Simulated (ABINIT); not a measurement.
HfN, 2 atoms in the cell. The structure is cubic, space group F-43m (No. 216). The conventional cell has a = 4.775 Å, b = 4.775 Å, c = 4.775 Å, α = 90.00°, β = 90.00°, γ = 90.00°. Hf (site symmetry -43m) is surrounded by 4 N at 2.07 Å. N (site symmetry -43m) has 4 Hf at 2.07 Å as nearest neighbours. The cell comes from a database or a generator and needn't be the stable form of this composition. The cell isn't the ideal one: volume scaled by 0.92.

| Property | Result |
| --- | --- |
| Program | ABINIT 10.8.3 (patched build) |
| Task | positron lifetime |
| Functional | LDA |
| Potentials or basis | JTH PAW LDA v2.0 |
| Cutoff | 707 eV |
| k mesh | 6 × 6 × 6 |
| Occupations | fermi-dirac, width 0.05 eV |
| Spin | no spin polarisation |
| Electron-positron correlation | Sterne-Kaiser GGA |
| Fine-grid cutoff | 1306.15 eV |

Potentials or basis: JTH PAW LDA v2.0.

Run with:

```console
$ abinit run.abi > log 2>&1
```

Hardware: 1 thread of Arm Neoverse V1, on a shared host.

Q: Estimate the wall time of this run.

A: It took 12 s on 1 thread of Arm Neoverse V1 (shared host), peak memory 0.09 GiB. Counts: scf iterations 24, mpi ranks 1, k points 16, bands 13, plane waves 1175.
